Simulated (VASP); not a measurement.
# CsI (Pm-3m) in VASP: single point with PBE

Aim: the single point of CsI with PBE.

All numbers are computed with VASP 6.6.1; they aren't measurements. Logs are shortened: lines on timing, memory, paths and dates and some standing lists are left out, and cuts for length are marked.

## (1) The crystal as given

The structure is cubic, space group Pm-3m (No. 221). Conventional cell: a = 4.567 Å, b = 4.567 Å, c = 4.567 Å, α = 90.00°, β = 90.00°, γ = 90.00°. Cs (site symmetry m-3m) has 8 I at 3.95 Å as nearest neighbours. I (site symmetry m-3m) is surrounded by 8 Cs at 3.95 Å.

## (2) Single point, PBE

File INCAR:

```
SYSTEM = CsI
  PREC = Accurate
  ENCUT = 520
  EDIFF = 1E-6
  ISMEAR = 0
  SIGMA = 0.01
  LREAL = .False.
  LASPH = .True.
  NELM = 80
  ALGO = Normal
  ISIF = 2
  LWAVE = .False.
  LCHARG = .False.
  GGA = PE
  NBANDS = 15
```

File KPOINTS:

```
regular mesh
0
Gamma
  4 4 4
  0 0 0
```

File POSCAR:

```
CsI
1.0
    4.5667000000      0.0000000000      0.0000000000
    0.0000000000      4.5667000000      0.0000000000
    0.0000000000      0.0000000000      4.5667000000
Cs I
1 1
Direct
    0.0000000000      0.0000000000      0.0000000000
    0.5000000000      0.5000000000      0.5000000000
```

Potentials or basis: VASP PAW PBE potentials, release 64 (Cs_sv, I).

Launch:

```console
cat potpaw_PBE.64/Cs_sv/POTCAR potpaw_PBE.64/I/POTCAR > POTCAR
mpirun -np 1 vasp_std > vasp.out
```

OUTCAR:

```text
SYSTEM = CsI
   PREC = Accurate
   ENCUT = 520
   EDIFF = 1E-6
   ISMEAR = 0
   LREAL = .False.
   LASPH = .True.
   NELM = 80
   ISIF = 2
   GGA = PE

 ion  position               nearest neighbor table
   1  0.000  0.000  0.000-
   2  0.500  0.500  0.500-

  LATTYP: Found a simple cubic cell.
 ALAT       =     4.5667000000

  Lattice vectors:

 A1 = (   4.5667000000,   0.0000000000,   0.0000000000)
 A2 = (   0.0000000000,   4.5667000000,   0.0000000000)
 A3 = (   0.0000000000,   0.0000000000,   4.5667000000)

Analysis of symmetry for initial positions (statically):
=====================================================================
 Subroutine PRICEL returns:
 Original cell was already a primitive cell.

 Routine SETGRP: Setting up the symmetry group for a
 simple cubic supercell.

 Subroutine GETGRP returns: Found 48 space group operations
 (whereof 48 operations were pure point group operations)
 out of a pool of 48 trial point group operations.

The static configuration has the point symmetry O_h .

Analysis of symmetry for dynamics (positions and initial velocities):
=====================================================================
 Subroutine PRICEL returns:
 Original cell was already a primitive cell.

 Routine SETGRP: Setting up the symmetry group for a
 simple cubic supercell.

 Subroutine GETGRP returns: Found 48 space group operations
 (whereof 48 operations were pure point group operations)
 out of a pool of 48 trial point group operations.

The dynamic configuration has the point symmetry O_h .

 Subroutine INISYM returns: Found 48 space group operations
 (whereof 48 operations are pure point group operations),
 and found     1 'primitive' translations

----------------------------------------------------------------------------------------

                                     Primitive cell

  volume of cell :      95.2374

  direct lattice vectors                    reciprocal lattice vectors
     4.566700000  0.000000000  0.000000000     0.218976504  0.000000000  0.000000000
     0.000000000  4.566700000  0.000000000     0.000000000  0.218976504  0.000000000
     0.000000000  0.000000000  4.566700000     0.000000000  0.000000000  0.218976504

  length of vectors
     4.566700000  4.566700000  4.566700000     0.218976504  0.218976504  0.218976504

  position of ions in fractional coordinates (direct lattice)
     0.000000000  0.000000000  0.000000000
     0.500000000  0.500000000  0.500000000

  ion indices of the primitive-cell ions
[... 71 lines left out ...]
   NELECT =      16.0000    total number of electrons
   NUPDOWN=      -1.0000    fix difference up-down
   EMIN   =  10.00;   EMAX   =-10.00  energy-range for DOS
   EFERMI =   0.00;   METHOD = LEGACY
   ISMEAR =     0;   SIGMA  =   0.01  broadening in eV -4-tet -1-fermi 0-gaus
   EFERMI_NEDOS =   21; number of points for ismear=-14 and -15
   IALGO  =     38    algorithm
   IMIX   =      4    mixing-type and parameters
     AMIX     =   0.40;   BMIX     =  1.00
     AMIX_MAG =   1.60;   BMIX_MAG =  1.00
  volume/ion in A,a.u.               =      47.62       321.35
  Fermi-wavevector in a.u.,A,eV,Ry     =   0.903328  1.707043 11.102385  0.816002
  Thomas-Fermi vector in A             =   2.026641
   LORBIT       =      0    0 simple, 1 ext, 2 COOP (PROOUT), +10 PAW based schemes
   GGA     = PE    functional components
   LHFCALC =     F    Hartree Fock is set to
   AEXX    =    0.0000 exact exchange contribution
   IVDW    =     0    specifies the selected vdW correction
   LEPSILON=     F    determine dielectric tensor
   LRPA    =     F    only Hartree local field effects (RPA)
 non-spin polarized calculation
 Gauss-broadening in eV      SIGMA  =   0.01
  energy-cutoff  :      520.00
  volume of cell :       95.24
 maximum number of plane-waves:      2562
 NGX is ok and might be reduce to    36
   NGX = 17   NGY = 17   NGZ = 17

 number of electron      16.0000003 magnetization

 Free energy of the ion-electron system (eV)
  ---------------------------------------------------
  ext. energy  EPLUGINS =         0.00000000
  ---------------------------------------------------
  free energy    TOTEN  =        -5.42462830 eV

  energy without entropy =       -5.42462830  energy(sigma->0) =       -5.42462830

 E-fermi :   0.8770     XC(G=0):  -7.7676

 val. band max:        0.8161644149   @ k =   0.5000   0.5000   0.0000
 cond. band min:       4.6903530355   @ k =   0.0000   0.0000   0.0000
 fundamental gap:      3.8741886206
 Fermi energy:         0.8769590965

 k-point     1 :       0.0000    0.0000    0.0000
  band No.  band energies     occupation
      1     -19.5784      2.00000
      2      -9.8407      2.00000
      3      -6.2787      2.00000
      4      -6.2787      2.00000
      5      -6.2787      2.00000
      6       0.7273      2.00000
      7       0.7273      2.00000
      8       0.7273      2.00000
      9       4.6904      0.00000
     10       4.9946      0.00000
     11       4.9946      0.00000
     12       8.5740      0.00000
     13       8.5740      0.00000
     14       8.5740      0.00000
[... 149 lines left out ...]
      2      -9.5661      2.00000
      3      -6.5300      2.00000
      4      -6.5300      2.00000
      5      -6.5300      2.00000
      6      -0.4931      2.00000
      7      -0.4931      2.00000
      8      -0.4931      2.00000
      9       7.9889      0.00000
     10       7.9889      0.00000
     11       7.9889      0.00000
     12       8.6739      0.00000
     13       8.6739      0.00000
     14       8.6739      0.00000
     15      10.6047      0.00000

------------------------ aborting loop because EDIFF is reached ----------------------------------------

  FORCE on cell =-STRESS in cart. coord.  units (eV):
  Direction    XX          YY          ZZ          XY          YZ          ZX
  --------------------------------------------------------------------------------------
  -------------------------------------------------------------------------------------
  Total        0.4790674      0.4790674      0.4790674     -0.0000000      0.0000000     -0.0000000
  in kB        8.0593443      8.0593443      8.0593443     -0.0000000      0.0000000     -0.0000000
  external PRESSURE =       8.0593443 kB  Pullay stress =       0.0000000 kB

 VOLUME and BASIS-vectors are now :
 -----------------------------------------------------------------------------
  energy-cutoff  :      520.00
  volume of cell :       95.24
      direct lattice vectors                 reciprocal lattice vectors
     4.566700000  0.000000000  0.000000000     0.218976504  0.000000000  0.000000000
     0.000000000  4.566700000  0.000000000     0.000000000  0.218976504  0.000000000
     0.000000000  0.000000000  4.566700000     0.000000000  0.000000000  0.218976504

 POSITION                                       TOTAL-FORCE (eV/Angst)
 -----------------------------------------------------------------------------------
      0.00000      0.00000      0.00000         0.000000      0.000000      0.000000
      2.28335      2.28335      2.28335         0.000000      0.000000      0.000000
 -----------------------------------------------------------------------------------
    total drift:                               -0.000000      0.000000      0.000000

  FREE ENERGIE OF THE ION-ELECTRON SYSTEM (eV)
  ---------------------------------------------------
  free  energy   TOTEN  =        -5.4246282965 eV

  energy  without entropy=       -5.4246282965  energy(sigma->0) =       -5.42462830
```

Wall time 6 s (1 thread of Intel Xeon 6975P-C (Granite Rapids), shared host); peak memory 0.2 GiB.

Results:

| Quantity | Value |
| --- | --- |
| Free energy | -5.4246 eV |
| Pressure | 0.8 GPa |
| Band gap on the k mesh | 3.87 eV, indirect (least direct gap 3.96 eV) |

Caveat: spin-orbit coupling is left out, which moves the levels of the heavy elements. Expect the measured gap to be larger: semilocal functionals such as PBE lack the derivative discontinuity.
